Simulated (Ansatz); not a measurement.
# Σ5 (310) boundary in bcc Nb with Zr (substitutional): structure and resistance, part 2 of 2

How much does the Σ5 (310) boundary in bcc Nb with Zr (substitutional) reflect electrons?

Ansatz 0.2.0; Ansatz plane-wave DFT, PBE, PAW files; relaxation of a bicrystal slab with its lowest layers held; PAW set soft_1 (the session's first sound run).

So far. Step 2 (Relaxing the bicrystal): The largest force component on a free atom ends at 0.013 eV/Å, under the tolerance of 0.03, after 9 steps.

### Step 3. Transmission across the boundary

Bulk layers of each grain are laid under and over the relaxed boundary, and a lead is named in the middle of each, away from the free faces. The mesh across the current, 20×20, is finer than the density's, because channels open and close sharply across the zone. Energies from -0.1 to 0.1 eV in steps of 0.05 eV are too few for the program's thermal sum, so it prints no conductance; for a metal the transmission near the Fermi level serves, at a fraction of the cost.

This step: Ansatz plane-wave DFT, PBE, PAW files; ballistic transport by layer matching (Landauer), zero bias; boundary relaxed in a short slab, bulk layers laid on; PAW set soft_1 (Ansatz 0.2.0).

System of this step: Σ5 (310) boundary in bcc Nb with Zr (substitutional). The cell holds 42 atoms: 41 Nb and 1 Zr. Its edges and angles: a = 5.483 Å, b = 3.306 Å, c = 51.361 Å, α = 90.0°, β = 90.0°, γ = 72.5°. It derives from Nb. Regions: lower grain, 17 atoms (17 Nb); boundary, 12 atoms (11 Nb and 1 Zr); upper grain, 13 atoms (13 Nb). Vacuum lies along c.

The input, input.yaml:

```yaml
crystal:
  lattice:
    - [5.4828782722, 0.0, 0.0]
    - [0.9968869586, 3.1524333588, 0.0]
    - [0.0, 0.0, 51.3607059065]
  atoms:
    - { symbol: Nb, position: [-9.1999999998, -6.8999999998, 0.0778805495] }
    - { symbol: Nb, position: [-8.7999999998, -6.5999999998, 0.0982374322] }
    - { symbol: Nb, position: [-8.3999999998, -6.2999999999, 0.1185943148] }
    - { symbol: Nb, position: [-7.9999999998, -5.9999999999, 0.1389511975] }
    - { symbol: Nb, position: [-7.5999999998, -5.6999999999, 0.1593080801] }
    - { symbol: Nb, position: [-7.1999999998, -5.3999999999, 0.1796649628] }
    - { symbol: Nb, position: [-6.7999999998, -5.0999999999, 0.2000218454] }
    - { symbol: Nb, position: [-6.3999999998, -4.7999999999, 0.2203787281] }
    - { symbol: Nb, position: [-5.9999999998, -4.4999999999, 0.2407356107] }
    - { symbol: Nb, position: [-5.5999999998, -4.1999999999, 0.2610924933] }
    - { symbol: Nb, position: [-5.1999999998, -3.9, 0.281449376] }
    - { symbol: Nb, position: [-4.7999999998, -3.6, 0.3018062586] }
    - { symbol: Nb, position: [-4.3999999999, -3.3, 0.3221631413] }
    - { symbol: Nb, position: [-3.9999999999, -3.0, 0.3425200239] }
    - { symbol: Nb, position: [-3.5999999999, -2.7, 0.3628769066] }
    - { symbol: Nb, position: [-3.1999999999, -2.4, 0.3832337892] }
    - { symbol: Nb, position: [-2.7999999999, -2.1, 0.4035906719] }
    - { symbol: Nb, position: [0.6000000001, 0.1999999999, 0.4239475545] }
    - { symbol: Nb, position: [-0.0066560139, 0.5033280069, 0.4431924435] }
    - { symbol: Nb, position: [0.3948509579, 0.802574521, 0.4648935054] }
    - { symbol: Nb, position: [0.7971429912, 0.1014285044, 0.4852720493] }
    - { symbol: Nb, position: [0.1832269409, 0.4083865296, 0.5045456191] }
    - { symbol: Nb, position: [0.566119455, 0.7169402725, 0.5242411091] }
    - { symbol: Zr, position: [-0.0188784521, 0.0094392261, 0.5508179276] }
    - { symbol: Nb, position: [0.5440102925, 0.7279948537, 0.5763782948] }
    - { symbol: Nb, position: [0.1591230147, 0.4204384926, 0.5975265593] }
    - { symbol: Nb, position: [0.7676815302, 0.1161592349, 0.6162528929] }
    - { symbol: Nb, position: [0.3730563974, 0.8134718013, 0.6366938362] }
    - { symbol: Nb, position: [-0.0306658944, 0.5153329472, 0.6574799761] }
    - { symbol: Nb, position: [-2.4306658944, -1.7846670528, 0.6778368587] }
    - { symbol: Nb, position: [-2.8306658944, -2.0846670528, 0.6981937414] }
    - { symbol: Nb, position: [-3.2306658944, -2.3846670528, 0.718550624] }
    - { symbol: Nb, position: [-3.6306658944, -2.6846670527, 0.7389075067] }
    - { symbol: Nb, position: [-4.0306658944, -2.9846670527, 0.7592643893] }
    - { symbol: Nb, position: [-4.4306658944, -3.2846670527, 0.7796212719] }
    - { symbol: Nb, position: [-4.8306658943, -3.5846670527, 0.7999781546] }
    - { symbol: Nb, position: [-5.2306658943, -3.8846670527, 0.8203350372] }
    - { symbol: Nb, position: [-5.6306658943, -4.1846670527, 0.8406919199] }
    - { symbol: Nb, position: [-6.0306658943, -4.4846670527, 0.8610488025] }
    - { symbol: Nb, position: [-6.4306658943, -4.7846670527, 0.8814056852] }
    - { symbol: Nb, position: [-6.8306658943, -5.0846670526, 0.9017625678] }
    - { symbol: Nb, position: [-7.2306658943, -5.3846670526, 0.9221194505] }
kpoints:
  mp_grid: { grid: [8, 8, 1] }
hamiltonian:
  xc: pbe
  pseudopotentials: { kind: paw, azcp: { folder: soft_1 } }
scf:
  occupations: { method: fermi_dirac, width: 0.1 }
output:
  transmission:
    leads: [[9, 10], [34, 35]]
    kmesh: [20, 20]
    e_range: [-0.1, 0.1]
    de: 0.05
  write_potential: true
  write_density: true
  volumetric_format: npy
  elf: true
```

Started as:

```sh
$ ansatz run input.yaml --threads 4 --pin off --max-ram 15360MiB --backend cpu --events-out ev --progress --plain --runs-dir out
```

Numbers of over 12 decimals in the logs are rounded to 6 here.

Log:

```text
[...]
Crystal: 42 atoms, lattice volume = 887.739 Å³
Basis set: ecut = 420 eV, 17431 PW (Γ)
Bands: 327, of which v1, the nominal top of the filled ones, is band 273 counted from 1 (272 counted from 0)
Symmetry: 2 space group operations
[...]
k-points: 21 of 64 (time reversal used)
[...]
SCF iter   1: F=—  HF=-190852.190634 eV  |F-HF|=—  |Δ(HF+E_count)|=         —  Δρ=7.99e-2  dr2=1.43e3  ethr=3.10e-3  ⟨swp⟩=7.8  Hψ=29279  notcnv=0  defer=7
[...]
SCF iter  12: F=-190823.255707 eV  HF=-190823.255707 eV  |F-HF|=3.00e-9  |Δ(HF+E_count)|=   3.20e-9  Δρ=8.61e-7  dr2=1.27e-8  ethr=1.83e-11  ⟨swp⟩=24.5  Hψ=28315  notcnv=0
SCF 1 converged in 12 iterations: F = -190823.255707 eV  dr2 = 1.27e-8
[...]
transmission: 725 of 7215 steps passed
transmission: 1444 of 7215 steps passed
[...]
transmission: 7215 of 7215 steps passed
WARN: The output density's exchange-correlation potential varies sharply where the density is thin. Do not read a vacuum level from v_tot or v_xc, or from such a field of the output density. On a cell that repeats whose density bears no net charge and no dipole along the vacuum's axis use v_es (v_loc + v_h of the components); under efield.dipole_correction with no amplitude use v_es + v_field, which holds any externa [...]
SCF converged after 12 iterations
Free energy (F): -190823.255707 eV
[...]
Internal energy: -190821.323563 eV  (E = F + TS)
E sigma→0 (E₀):  -190822.289635 eV
Entropy (-TS):   -1.932144 eV (-46.003 meV/atom)
Fermi energy:    14.755402 eV
[...]
--- Band table (eV; the first three rows and the last of 21) ---
  k-point 0: bands = [... 269 lower, 15.0052, 15.0451, 15.0543, 15.0679, 15.0781, 15.0952, 15.0992, 15.1574, ... 50 higher]
  k-point 1: bands = [... 269 lower, 14.7773, 14.8045, 14.8275, 14.8416, 14.8859, 14.9170, 14.9249, 14.9427, ... 50 higher]
  k-point 2: bands = [... 269 lower, 14.4650, 14.4836, 14.5040, 14.5155, 14.5323, 14.5882, 14.6235, 14.6356, ... 50 higher]
  k-point 20: bands = [... 269 lower, 14.9251, 14.9846, 15.0037, 15.0509, 15.1048, 15.1132, 15.1573, 15.2015, ... 50 higher]
--- Transmission ---
  basis      : 157 plane waves across, 65 finite elements along
  points     : 111, standing for a mesh of 20 x 20
  energies   : 5 from -0.100000 to 0.100000 eV about the Fermi level, 0.050000 eV apart; the leads are filled to 0.000000 eV, and channels, transmission and decay are at 0.000000 eV
  crystal 0  : Nb2, at the sites [9, 10], period 2.0911 Å, over 18.82 Å; its Hamiltonian steps by up to 11.0 meV
    offset         : up to 0.0000 Å between an atom of the period and one for which it stands
    channels       : 4.187500e0 a spin
    conductance    : none, the energies end too early or step too widely for 300 K: set another output.transmission.e_range or a lower de, or, where they end at an eighth of basis.ecutwfc, a higher one
[...]
channels       : 4.187500e0 a spin
[...]
junction   : crystal 0 to crystal 1, 12.89 to 39.52 Å
    transmission   : 1.917322e0 a spin
[...]
```

It took 14 min on 4 threads of Arm Neoverse V2, shared host; peak memory 9 GiB.

Reading the cycles: dr2 is the Hartree energy of the density residual (eV), the measure of convergence; HF is the Harris–Foulkes estimate of the energy, which meets the free energy F at convergence.

This step gave:

- free energy: -190823.2557 eV
- energy at zero smearing: -190822.2896 eV
- Fermi energy: 14.76 eV
- cell area: 17.28 Å²
- transmission per spin nearest the Fermi level: 1.917
- open channels per spin nearest the Fermi level: 4.188
- open channels per spin, upper lead: 4.188
- step of the lead's potential: 11 meV
- step of the upper lead's potential: 35.1 meV

Per spin. Transmission, zone mean against energy, zero at the Fermi level:

```csv
energy (eV),"transmission, zone mean"
-0.1000,2.10
-0.0500,2.02
0.0000,1.92
0.0500,1.84
0.1000,1.77
```

Per spin. Open channels, zone mean against energy, zero at the Fermi level:

```csv
energy (eV),lead,upper lead
-0.1000,4.71,4.70
-0.0500,4.48,4.48
0.0000,4.19,4.19
0.0500,4.00,4.00
0.1000,3.91,3.92
```

Transmission over k1 and k2. At 0.0000 eV from the Fermi level.

Ten even steps from '_' (0.07) to '@' (3.25):
```
##%%@@@@@@@@@@@@%%##**%%##@@@@@@@@##%%**
**%%@@@@@@@@@@%%**====%%%%%%%%%%%%%%====
==**%%%%%%%%**==------++**####**++------
--++**##**++------==++++++**++++++==----
----::::----::____--============--____::
::------::..__::----++++++++++----::__..
..----....--++++====**++++**====++++--..
======++****##**++====--====++**##****++
%%%%**%%%%##%%**====****====**%%##%%%%**
%%%%##%%%%@@##====++**++====##@@%%%%##%%
%%**%%%%##%%**====****====**%%##%%%%**%%
==++****##**++====--====++**##****++====
....--++++====**++++**====++++--....----
::..__::----++++++++++----::__..::------
--::____--============--____::----::::--
------==++++++**++++++==------++**##**++
==------++**####**++------==**%%%%%%%%**
**====%%%%%%%%%%%%%%====**%%@@@@@@@@@@%%
##**%%##@@@@@@@@##%%**##%%@@@@@@@@@@@@%%
**%%%%@@@@@@@@@@%%%%**%%%%@@@@@@@@@@%%%%
```
Columns: k1 (b1) from -0.5 to 0.45; rows upwards: k2 (b2) from -0.5 to 0.45.

Open channels over k1 and k2. At 0.0000 eV from the Fermi level.

Ten even steps from '_' (1.00) to '@' (7.00):
```
++++************++++**++++********++++**
++++**********++++----++++******++++----
--************--------++********++------
--++**%%**++--------++%%++**++%%++------
..--....--......__++++++****++++++__....
..............++----**********----++....
..........++********%%****%%********++..
--..--++******%%**************%%******++
%%%%**%%%%**%%**++++****++++**%%**%%%%**
%%%%@@%%%%%%**++++++**++++++**%%%%%%@@%%
%%**%%%%**%%**++++****++++**%%**%%%%**%%
--++******%%**************%%******++--..
....++********%%****%%********++........
......++----**********----++............
......__++++++****++++++__......--....--
--------++%%++**++%%++--------++**%%**++
--------++********++--------************
++----++++******++++----++++**********++
++**++++********++++**++++************++
++++++**********++++++++++**********++++
```
Columns: k1 (b1) from -0.5 to 0.45; rows upwards: k2 (b2) from -0.5 to 0.45.

Electrostatic potential energy in the cb plane at fractional x = 0.000, with atoms of Nb and Zr within 0.2 Å of it. With pseudopotentials it is smooth inside the atoms' cores, unlike the true potential.

Values in eV, 5 rows by 16 columns, each cell a mean:
```
 12  10  13  10  14   9  14  11 -32 -15  15  13  13  14  10  11
 11  14  -5 -28  10  13   8  14   5   9  10   4  15  -4 -27  10
  8  15 -17 -43   6  13   2  14  14  15   5  -5  14 -16 -43   6
 12  14   2 -15  12  12  11  13  -5   3  12   8  15   3 -14  11
 12   8  15  14  14   8  14  10 -38 -21  15  13  13  15  14  11
```
Columns run along c (16.0 Å, from fractional 0.38 to 0.69 of the cell; values clipped at the 3rd and 97th percentile), rows up along b (3.3 Å). Atoms in or near the plane, at fractional coordinates: Nb at (0.44, 0.50), Zr at (0.55, 0.01), Nb at (0.66, 0.52).

Valence density in the cb plane at fractional x = 0.000, with atoms of Nb and Zr within 0.2 Å of it. It is the smooth field of the valence electrons, not physical close to the nuclei.

Ten even steps from '0' (0.2 e/Å³) to '9' (5.0 e/Å³), each cell a mean:
```
00000000000000000000004786200000000000000000
00000000000000000000001442000000000000000000
00000002552000000000000000000000000001453100
00000016996100000000000000000011000004897200
00000017997100000100000000000011000004998200
00000014774000000000000000000011000002685100
00000001221000000000000221000000000000121000
00000000000000000000003674100000000000000000
00000000000000000000005877200000000000000000
```
Columns run along c (16.0 Å, from fractional 0.38 to 0.69 of the cell), rows up along b (3.3 Å). Atoms in or near the plane, at fractional coordinates: Nb at (0.44, 0.50), Zr at (0.55, 0.01), Nb at (0.66, 0.52).

ELF in the cb plane at fractional x = 0.000, with atoms of Nb and Zr within 0.2 Å of it. It is the smooth field of the valence electrons, not physical close to the nuclei.

Ten even steps from '0' (0.15) to '9' (0.75), each cell a mean:
```
31000133112420001244029869602432100243112310
21111221111121111223106998202211222321111111
11123216886123321101211231011012124314887212
00134139669314311200242001320144214217869513
01134139439314311200254112420245213118738613
01134228888214321100221000120133124216988413
11112212553122211112203675111111123311453111
31100121001320011233118999402322111332001210
31100144334420001244029528702542100145334410
```
Columns run along c (16.0 Å, from fractional 0.38 to 0.69 of the cell), rows up along b (3.3 Å). Atoms in or near the plane, at fractional coordinates: Nb at (0.44, 0.50), Zr at (0.55, 0.01), Nb at (0.66, 0.52).

Over the solved energies the transmission per spin lies between 1.77 and 2.10, out of 4.26 channels of the lead on average (up to 4.71). The log calls the step of a lead's potential too much.

### Step 4. Specific resistance

This step: Ansatz plane-wave DFT, PBE, PAW files; ballistic transport by layer matching (Landauer), zero bias; specific resistance of the boundary; PAW set soft_1 (Ansatz 0.2.0).

Numbers from this step:

```
area resistance                      : 0.6305 fΩ m²
T over the leads' mean channel count : 0.4539
```

Averaged over the energies near the Fermi level, 45.4 % of the channels pass, which makes 0.631 fΩ m².

By hand, with T and the leads' channels N averaged over the energies near the Fermi level: RA = A (h/2e²)(1/T − ½[1/N₁ + 1/N₂]) = 17.28×10⁻²⁰ m² × 12 906 Ω × (1/1.932 − ½[1/4.256 + 1/4.256]) = 0.631 fΩ m².

### Step 5. Results

| Quantity | Value |
| --- | --- |
| specific resistance of the boundary | 0.631 fΩ m² |
| share of channels that pass | 0.454 |

**Reading.** The boundary has a specific resistance of 0.63 fΩ m². The boundary reflects 55 % of the channels; 0.63 fΩ m² is 6.3×10⁻¹² Ω·cm². One Zr in 17.3 Å² of boundary is a high coverage. Each plane of this narrow cell holds one atom, so the solute fills a whole plane. One starting structure was relaxed; another shift or atom count at the boundary may lie lower. A lead's potential steps by up to 35 meV from period to period, which the log calls too much, so longer leads could move the result.

[Logs are printed without paths, hosts, clocks, repeated set-up lines and the standing remarks that a program may print on its own settings, such as how far it seeks lower states.]

[Hosts, paths, dates, database ids (printed as entryN), source tags and the programs' standing remarks are cut or masked in the printed files.]
